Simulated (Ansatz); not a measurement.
Cu Kα1 powder pattern (kinematic, no thermal factors).
2θ (°) (relative intensity): 15.08 (24), 24.98 (70), 29.31 (90), 39.77 (100), 44.00 (57), 46.37 (10), 46.77 (8), 51.26 (10), 53.39 (10), 53.74 (16), 60.79 (28), 63.33 (4), 65.84 (21), 69.19 (4), 69.80 (7), 71.59 (4), 71.89 (13), 78.03 (27), 80.32 (11), 80.90 (9), 82.89 (1), 85.72 (2), 87.41 (11), 87.98 (5)

The pattern is computed from a structure relaxed with DFT PBE+D3(BJ), scalar-relativistic, plane waves, PAW in Ansatz. No spin polarisation. Its elements are Se, Sn.

Task: Give the structure.

Result: SnSe2.
Space group P-6m2 (No. 187). a = 4.113 Å, b = 4.113 Å, c = 5.869 Å, α = 90.00°, β = 90.00°, γ = 120.00°
```
atom  site  symmetry       x       y       z
  Sn    1b      -6m2  0.0000  0.0000  0.5000
  Se    2h       3m. 0.3333  0.6667  0.2121
```

A pattern alone doesn't exclude other cells with like lines; this is the one computed.

The structure comes from a generated guess; another structure or a mixture of phases may lie lower.
